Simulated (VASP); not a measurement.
Set up this calculation in VASP 6.6.1, as an ASE script.

* Task: density of states
* Functional: optB86b-vdW
* Potentials or basis: VASP PAW PBE potentials, release 64 (Cu, Al)
* Cutoff: 520 eV
* k mesh: 8 × 8 × 6
* Occupations: methfessel-paxton, width 0.1 eV
* Spin: no spin polarisation
* Further INCAR settings: ALGO = Fast; EDIFF = 1.00e-06; NBANDS = 24

Crystal: Al3Cu2.

```
Cu Al
1.0
     4.09195    0.00000    0.00000
    -2.04598    3.54373    0.00000
     0.00000    0.00000    4.99278
Cu Al
2 3
Direct
  0.66667 0.33333 0.16049
  0.33333 0.66667 0.83951
  0.66667 0.33333 0.65007
  0.33333 0.66667 0.34993
  0.00000 0.00000 0.00000
```

The cell comes from a database or a generator and needn't be the stable form of this composition.

The input as run:

run.py

```python
from ase import Atoms
from ase.calculators.vasp import Vasp
from ase.dft.dos import DOS

atoms = Atoms(
    ['Cu', 'Cu', 'Al', 'Al', 'Al'],
    cell=[[4.0919516368, 0.0, 0.0], [-2.0459758184, 3.5437340685, 0.0], [0.0, 0.0, 4.9927787]],
    scaled_positions=[[0.6666666667, 0.3333333333, 0.16048787], [0.3333333333, 0.6666666667, 0.83951213], [0.6666666667, 0.3333333333, 0.65007465], [0.3333333333, 0.6666666667, 0.34992535], [0.0, 0.0, 0.0]],
    pbc=True,
)
calc = Vasp(
    directory='calc',
    xc='optb86b-vdw',
    pp='PBE',
    setups='recommended',
    prec='Accurate',
    encut=520,
    ediff=1e-06,
    ismear=1,
    sigma=0.1,
    lreal=False,
    lasph=True,
    nelm=100,
    algo='Fast',
    isif=2,
    lwave=False,
    lcharg=False,
    lmaxmix=4,
    lorbit=11,
    kpts=[8, 8, 6],
    gamma=True,
    nbands=24,
)
atoms.calc = calc

print('energy (eV):', atoms.get_potential_energy())
print('free energy (eV):', atoms.get_potential_energy(force_consistent=True))
print('forces (eV/A):')
print(atoms.get_forces())
print('stress (eV/A^3, Voigt):', atoms.get_stress())
print('Fermi level (eV):', calc.get_fermi_level())
dos = DOS(calc, width=0.1, window=(-10, 10), npts=201)
print('E - E_F (eV), DOS (1/eV)')
for e, g in zip(dos.get_energies(), dos.get_dos()):
    print(f'{e:8.3f} {g:10.4f}')
```

Potentials or basis: VASP PAW PBE potentials, release 64 (Cu, Al).

The run is started by

```bash
$ python run.py
```

Results of the run:

| Quantity | Value |
| --- | --- |
| Pressure | 2.3 GPa |
| Largest force | 0.095 eV/Å |
| Band gap on the k mesh | none (metal or under the smearing width) |
| Valence electrons inside the program's atomic spheres | Cu 10.17; Al 0.78, 0.79 |

Caveat: the PAW data sets were made with another functional, which shifts forces and pressure a little.

It took 89 s on 1 thread of Intel(R) Xeon(R) 6975P-C (Granite Rapids) (shared host), peak memory 0.45 GiB.
